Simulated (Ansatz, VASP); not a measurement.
**One calculation of GaCo, two programs**

```
Ga Co
1.0
     2.88233    0.00000    0.00000
     0.00000    2.88233    0.00000
     0.00000    0.00000    2.88233
Ga Co
1 1
Direct
  0.00000 0.00000 0.00000
  0.50000 0.50000 0.50000
```

Change from the starting cell: species swapped into the TiRe type (Pm-3m, No. 221).

Alike in both runs: functional PBE; k mesh 6 × 6 × 6; occupations gaussian, width 0.2 eV; collinear spin.

Ansatz relaxed the structure, and its values are those at the end. VASP's run is a single point on that final structure, the one shown.

```csv
,VASP,Ansatz
version,VASP 6.6.1,Ansatz 0.2.0
potentials or method,"VASP PAW PBE potentials, release 64 (Ga_d, Co)","scalar-relativistic, plane waves, PAW"
plane-wave cutoff (eV),520,420
valence electrons in the cell,22,30
```

|  | VASP | Ansatz | Ansatz less VASP |
| --- | --- | --- | --- |
| gap on the k mesh at the Fermi level (eV) | none | none | - |
| pressure (GPa) | 0.2 | 0.0 | -0.20 |
| net moment per atom (μB) | 0.09 | 0.10 | +0.006 |
| size of the moment on the site where the two differ most (μB) | 0.21 | 0.23 | +0.018 |

Site moments also hang on the region over which each program counts them. A gap of «none» marks a metal or a gap that the smearing closes. The two sets of potentials don't hold the same shells in valence. Ansatz warned: «seeded_moment_not_kept».

Caveats: the k mesh is coarse (spacing up to 0.36 Å⁻¹), so the values aren't converged.
